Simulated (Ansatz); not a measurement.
## Structure types of Be compared at 420 GPa

Structure types of Be are relaxed in primitive cells with their symmetry kept at 420 GPa, first on PAW files, then by LAPW. The enthalpy is E + pV at zero temperature, without zero-point motion. Only the types listed were tried, and differences under about 5 meV/atom are mesh noise. The real phase may be another.

All numbers are PBE results (scalar-relativistic) from Ansatz 0.2.0, with Fermi–Dirac smearing of 0.08 eV, no spin polarisation. Methods: LAPW: all electrons, basis error target 0.5 meV/atom; PAW: frozen-core files, cutoff 420 eV.

k meshes: fcc 27×27×27, bcc 28×28×28, hcp 26×26×14, omega 13×13×19, beta tin 27×27×27, diamond 20×20×20.

**Question.** Which type is lowest in enthalpy, and by how much?

**Answer.** bcc, 0 meV/atom below hcp, which is within the noise of the k meshes. The whole table:

| start type | ends as | a, b, c (Å) | V (Å³/atom) | H − H(lowest), LAPW (meV/atom) | same, PAW |
| --- | --- | --- | --- | --- | --- |
| fcc | fcc, Fm-3m | 2.380, 2.380, 2.380 | 3.37 | 24.0 | 23.9 |
| bcc | bcc, Im-3m | 1.887, 1.887, 1.887 | 3.36 | 0.0 | 0.0 |
| hcp | hcp, P6_3/mmc | 1.692, 1.692, 2.734 | 3.39 | 0.2 | 0.2 |
| omega | omega, P6/mmm | 2.700, 2.700, 1.608 | 3.39 | 227.8 | 227.3 |
| beta tin | beta tin, I4_1/amd | 2.934, 2.934, 1.614 | 3.47 | 1467.7 | 1465.0 |
| diamond | diamond, Fd-3m | 3.225, 3.225, 3.225 | 4.19 | 6093.3 | 6079.3 |
